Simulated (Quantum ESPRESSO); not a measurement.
## Dielectric function and optical constants of KCl (Sylvite)

Wanted: where KCl (Sylvite) starts to absorb, how strongly, and its refractive index.

Method: DFT, PBE, plane waves with norm-conserving potentials (PseudoDojo), scalar-relativistic, independent-particle optical response without local fields and without the non-local commutator, in Quantum ESPRESSO 7.5.

This account leaves out most program logs.

## (1) The starting structure

The structure is cubic, space group Fm-3m (No. 225). The conventional cell has a = 6.293 Å, b = 6.293 Å, c = 6.293 Å, α = 90.00°, β = 90.00°, γ = 90.00°. Nearest to K lie 6 Cl at 3.15 Å. Nearest to Cl lie 6 K at 3.15 Å. Farther neighbours and most contacts between anions are not listed.

## (2) Ground state

First the ground state: is it a metal or has it a gap?

This step: DFT, PBE, plane waves with norm-conserving potentials (PseudoDojo), scalar-relativistic, ground state (Quantum ESPRESSO 7.5).

scf.in reads:

```
&control
  calculation = 'scf'
  prefix = 'x'
  outdir = './tmp'
  pseudo_dir = './'
  verbosity = 'high'
/
&system
  ibrav = 0
  nat = 2
  ntyp = 2
  ecutwfc = 70
  occupations = 'smearing'
  smearing = 'fd'
  degauss = 0.003675
  nbnd = 12
/
&electrons
  conv_thr = 1e-09
  electron_maxstep = 100
/
ATOMIC_SPECIES
  K 1.0 K.upf
  Cl 1.0 Cl.upf
CELL_PARAMETERS angstrom
  0.000000000000 3.146470000000 3.146470000000
  3.146470000000 0.000000000000 3.146470000000
  3.146470000000 3.146470000000 0.000000000000
ATOMIC_POSITIONS crystal
  K 0.000000000000 0.000000000000 0.000000000000
  Cl 0.500000000000 0.500000000000 0.500000000000
K_POINTS automatic
  6 6 6 0 0 0
```

Started as:

```
> mpirun -n 4 pw.x -nk 4 -in scf.in
```

The job ended after 4 s (4 MPI ranks of Arm Neoverse V2, shared host; peak memory 0.07 GiB).

Numbers from this step:

| Property | Result |
| --- | --- |
| total energy | -93.20 Ry |
| gap on the k-mesh | 5.190 eV |
| direct gap on the mesh | 5.190 eV |

There is a gap, 5.19 eV on this mesh (points off the mesh can give less), so no carriers' term is needed.

## (3) Ground state with the final occupations

With the gap or the metal settled, the ground state is repeated with the fitting occupations, and the later steps take its density.

scf.in: that of step 2 with these lines changed.

```diff
@@ -12,6 +12,3 @@
   ecutwfc = 70
-  occupations = 'smearing'
-  smearing = 'fd'
-  degauss = 0.003675
-  nbnd = 12
+  occupations = 'fixed'
 /
```

Started as:

```
> mpirun -n 4 pw.x -nk 4 -in scf.in
```

Run time: 3 s. Hardware: 4 MPI ranks; peak memory 0.07 GiB; 12 s of CPU time.

## (4) Bands on the whole mesh, 10×10×10

At the fixed density, many empty bands are solved on the mesh of the response, since the spectrum sums over them.

This step: DFT, PBE, plane waves with norm-conserving potentials (PseudoDojo), scalar-relativistic, bands at fixed density (Quantum ESPRESSO 7.5).

nscf.in, as its differences from scf.in of step 3:

```diff
@@ -1,3 +1,3 @@
 &control
-  calculation = 'scf'
+  calculation = 'nscf'
   prefix = 'x'
@@ -5,3 +5,2 @@
   pseudo_dir = './'
-  verbosity = 'high'
 /
@@ -13,2 +12,5 @@
   occupations = 'fixed'
+  nbnd = 33
+  nosym = .true.
+  noinv = .true.
 /
@@ -17,2 +19,3 @@
   electron_maxstep = 100
+  diago_full_acc = .true.
 /
@@ -29,2 +32,2 @@
 K_POINTS automatic
-  6 6 6 0 0 0
+  10 10 10 0 0 0
```

Started as:

```
> mpirun -n 4 pw.x -nk 4 -in nscf.in
```

It took 8 min on 4 MPI ranks; peak memory 0.06 GiB.

## (5) Dielectric function

With the density converged, the vertical transitions are summed over the zone.

This step: DFT, PBE, plane waves with norm-conserving potentials (PseudoDojo), scalar-relativistic, independent-particle optical response without local fields and without the non-local commutator (Quantum ESPRESSO 7.5).

epsilon.in reads:

```
&inputpp
  prefix = 'x'
  outdir = './tmp'
  calculation = 'eps'
/
&energy_grid
  smeartype = 'gauss'
  intersmear = 0.2
  wmin = 0.0
  wmax = 22
  nw = 500
/
```

Started as:

```
> mpirun -n 4 epsilon.x -nk 4 -in epsilon.in
```

The job ended after 1.9 s (4 MPI ranks; peak memory 0.05 GiB).

This step gave:

| Property | Result |
| --- | --- |
| electronic dielectric constant ε∞, mean over x, y and z (by symmetry where fewer were run) | 2.998 |
| main peak of Im epsilon, first axis | 10.22 eV |

Some rows of epsi_x.dat:

```text
# energy grid [eV]     epsi_x  epsi_y  epsi_z
#
    0.176352705    0.000700050    0.000700050    0.000700050
    1.234468938    0.005127284    0.005127284    0.005127284
    2.292585170    0.010756738    0.010756738    0.010756738
    3.350701403    0.019787955    0.019787956    0.019787955
    4.408817635    0.041085732    0.041085733    0.041085732
    5.466933868    0.598944742    0.598944743    0.598944742
    6.525050100    1.015356199    1.015356201    1.015356198
    7.583166333    3.440579977    3.440579979    3.440579977
    8.641282565    3.030189693    3.030189696    3.030189692
    9.699398798    2.598323296    2.598323299    2.598323296
   10.757515030    3.805663802    3.805663806    3.805663801
   11.815631263    1.144516475    1.144516479    1.144516474
   12.873747495    1.254876726    1.254876731    1.254876725
   13.931863727    1.052462831    1.052462836    1.052462830
   14.989979960    0.910405927    0.910405933    0.910405925
   16.048096192    2.207800670    2.207800678    2.207800669
   17.106212425    0.803337051    0.803337060    0.803337049
   18.164328657    1.249306431    1.249306442    1.249306429
   19.222444890    1.346012362    1.346012375    1.346012360
   20.280561122    1.942026874    1.942026890    1.942026871
   21.338677355    2.875355600    2.875355621    2.875355597
```

The Im ε, any direction has structure finer than the step of the table below, so its rows give means over 0.5 eV, whole bins alone (the curve runs from 0 to 22 eV). Peaks (eV: height): 7.49: 3.76, 7.94: 5.16, 10.23: 5.57, 15.78: 3.28, 18.83: 1.89, 20.90: 3.79.

Values under the direct gap are tails of Lorentzian lines. Table of Im ε, any direction by photon energy; means over each step:

photon energy (eV), Im ε, any direction and a bar:
```
      0.5       0.00 
      1.0       0.00 
      1.5       0.01 
      2.0       0.01 
      2.5       0.01 
      3.0       0.02 
      3.5       0.02 
      4.0       0.03 
      4.5       0.05 
      5.0       0.11 #
      5.5       0.45 ###
      6.0       0.79 #####
      6.5       1.03 #######
      7.0       1.91 #############
      7.5       3.18 #####################
      8.0       4.11 ###########################
      8.5       2.93 ###################
      9.0       2.04 #############
      9.5       2.13 ##############
     10.0       4.22 ############################
     10.5       4.54 ##############################
     11.0       3.45 #######################
     11.5       2.01 #############
     12.0       1.11 #######
     12.5       1.12 #######
     13.0       1.19 ########
     13.5       1.39 #########
     14.0       1.00 #######
     14.5       0.65 ####
     15.0       1.21 ########
     15.5       2.79 ##################
     16.0       2.43 ################
     16.5       1.34 #########
     17.0       0.91 ######
     17.5       0.94 ######
     18.0       1.20 ########
     18.5       1.64 ###########
     19.0       1.65 ###########
     19.5       1.29 ########
     20.0       1.53 ##########
     20.5       2.72 ##################
     21.0       3.46 #######################
     21.5       2.47 ################
```

Re ε, any direction against photon energy:

```
photon energy (eV)  Re ε, any direction
               0.0                 3.00
               0.5                 3.00
               1.0                 3.02
               1.5                 3.04
               2.0                 3.08
               2.5                 3.13
               3.0                 3.21
               3.5                 3.30
               4.0                 3.43
               4.5                 3.61
               5.0                 3.91
               5.5                 4.19
               6.0                 4.54
               6.5                 4.99
               7.0                 4.73
               7.5                 4.40
               8.0                 2.66
               8.5                 2.26
               9.0                 2.44
               9.5                 3.49
              10.0                 3.57
              10.5                 1.04
              11.0               -0.211
              11.5               -0.214
              12.0                0.431
              12.5                0.991
              13.0                 1.03
              13.5                 1.24
              14.0                 1.01
              14.5                 1.46
              15.0                 2.73
              15.5                 1.79
              16.0               0.0910
              16.5                0.503
              17.0                0.739
              17.5                 1.21
              18.0                 1.53
              18.5                 1.53
              19.0                 1.01
              19.5                 1.34
              20.0                 2.08
              20.5                 2.16
              21.0                0.350
              21.5               -0.378
              22.0               0.0899
```

The loss function −Im 1/ε at q → 0, any direction has structure finer than the step of the table below, so its rows give means over 0.5 eV, whole bins alone (the curve runs from 0 to 22 eV). Peaks (eV: height): 8.73: 0.295, 11.86: 0.941, 13.76: 0.583, 16.75: 0.789, 19.18: 0.475.

Values under the direct gap are tails of Lorentzian lines. Table of loss function −Im 1/ε at q → 0, any direction by energy loss; means over each step:

```
energy loss (eV)  loss function −Im 1/ε at q → 0, any direction
             0.5                                         2.2e-4
             1.0                                         4.5e-4
             1.5                                         6.9e-4
             2.0                                         9.5e-4
             2.5                                        0.00124
             3.0                                        0.00158
             3.5                                        0.00199
             4.0                                        0.00256
             4.5                                        0.00348
             5.0                                        0.00706
             5.5                                         0.0251
             6.0                                         0.0401
             6.5                                         0.0426
             7.0                                         0.0669
             7.5                                          0.104
             8.0                                          0.157
             8.5                                          0.233
             9.0                                          0.219
             9.5                                          0.136
            10.0                                          0.135
            10.5                                          0.212
            11.0                                          0.289
            11.5                                          0.493
            12.0                                          0.793
            12.5                                          0.535
            13.0                                          0.455
            13.5                                          0.436
            14.0                                          0.490
            14.5                                          0.256
            15.0                                          0.132
            15.5                                          0.240
            16.0                                          0.430
            16.5                                          0.673
            17.0                                          0.622
            17.5                                          0.377
            18.0                                          0.309
            18.5                                          0.320
            19.0                                          0.426
            19.5                                          0.388
            20.0                                          0.243
            20.5                                          0.224
            21.0                                          0.280
            21.5                                          0.406
```

The reflectivity at normal incidence, any direction has structure finer than the step of the table below, so its rows give means over 0.5 eV, whole bins alone (the curve runs from 0 to 22 eV). Peaks (eV: height): 7.45: 20.3, 7.98: 24.2, 11.11: 30.7, 11.64: 25.8, 15.87: 21.8, 18.87: 10.6, 21.56: 26.1.

Reflectivity at normal incidence, any direction against photon energy; means over each step:

```csv
photon energy (eV),"reflectivity at normal incidence, any direction (%)"
0.5,7.19
1.0,7.26
1.5,7.36
2.0,7.52
2.5,7.74
3.0,8.03
3.5,8.41
4.0,8.92
4.5,9.64
5.0,10.8
5.5,12.0
6.0,12.9
6.5,14.4
7.0,16.5
7.5,18.8
8.0,21.1
8.5,15.5
9.0,10.9
9.5,12.9
10.0,21.2
10.5,25.8
11.0,27.8
11.5,24.7
12.0,11.9
12.5,5.94
13.0,5.88
13.5,7.36
14.0,4.74
14.5,2.75
15.0,7.98
15.5,15.0
16.0,19.8
16.5,11.5
17.0,5.20
17.5,3.92
18.0,5.57
18.5,8.28
19.0,9.24
19.5,6.20
20.0,7.81
20.5,14.4
21.0,23.2
21.5,24.5
```

Refractive index n and extinction k against photon energy:

```csv
photon energy (eV),n,k
0,1.73,0
1,1.74,0.00118
2,1.76,0.00256
3,1.79,0.00451
4,1.85,0.00807
5,1.98,0.0237
6,2.14,0.203
7,2.22,0.431
8,2.03,1.21
9,1.70,0.681
10,2.12,0.962
11,1.33,1.40
12,0.903,0.619
13,1.12,0.480
14,1.10,0.442
15,1.68,0.282
16,1.11,1.07
17,0.984,0.478
18,1.32,0.454
19,1.21,0.675
20,1.53,0.525
21,1.42,1.29
22,1.01,0.960
```

Optical constants at common wavelengths, from n + ik = √ε:

| wavelength (nm) | n | k | R (%) | 1/α |
| --- | --- | --- | --- | --- |
| 1064 | 1.74 | 0.001 | 7.3 | 61 µm |
| 800 | 1.75 | 0.002 | 7.4 | 34 µm |
| 532 | 1.77 | 0.003 | 7.7 | 14 µm |
| 405 | 1.79 | 0.005 | 8.1 | 6.9 µm |
| 365 | 1.81 | 0.006 | 8.3 | 5.2 µm |
| 308 | 1.85 | 0.008 | 8.9 | 3.0 µm |
| 248 | 1.98 | 0.024 | 10.8 | 832 nm |

Below the direct gap, k and the depth come from the tails of the Lorentzian lines, not from transitions.

Rows near the edge hang on the gap, which this functional as a rule makes too small, and phonon-assisted absorption is left out.

## (6) Results

```
electronic dielectric constant ε∞, mean over x, y and z (by symmetry where fewer were run) (independent particles) : 3.00
main peak of Im epsilon, first axis                                                                                : 10.2 eV
```

**Reading.** At this level (PBE, independent particles) KCl has ε∞ = 3.00 and n = 1.74 at 1550 nm, and Im ε peaks at 10.2 eV. Distinct maxima of Im ε, read by a parabola through the highest points, lie at 7.95 eV (5.2), 10.22 eV (5.6), 10.49 eV (4.8) and 20.89 eV (3.8). Excitons and phonon-assisted transitions are missing, and so are local fields; PBE gaps are as a rule too small, which pulls the onset down and ε∞ up. epsilon.x leaves out the commutator of the non-local potential, so its intensities are off, as a rule too high. The sum runs over mesh points, so small or evenly spaced maxima can still be ripples of the mesh.

[Machine, clock, banner and «Message from routine» lines are left out of the logs.]

[Logs are printed without paths, hosts, clocks, repeated set-up lines and the standing remarks that a program may print on its own settings, such as how far it seeks lower states.]

[Hosts, paths, dates, database ids (printed as entryN), source tags and the programs' standing remarks are cut or masked in the printed files.]
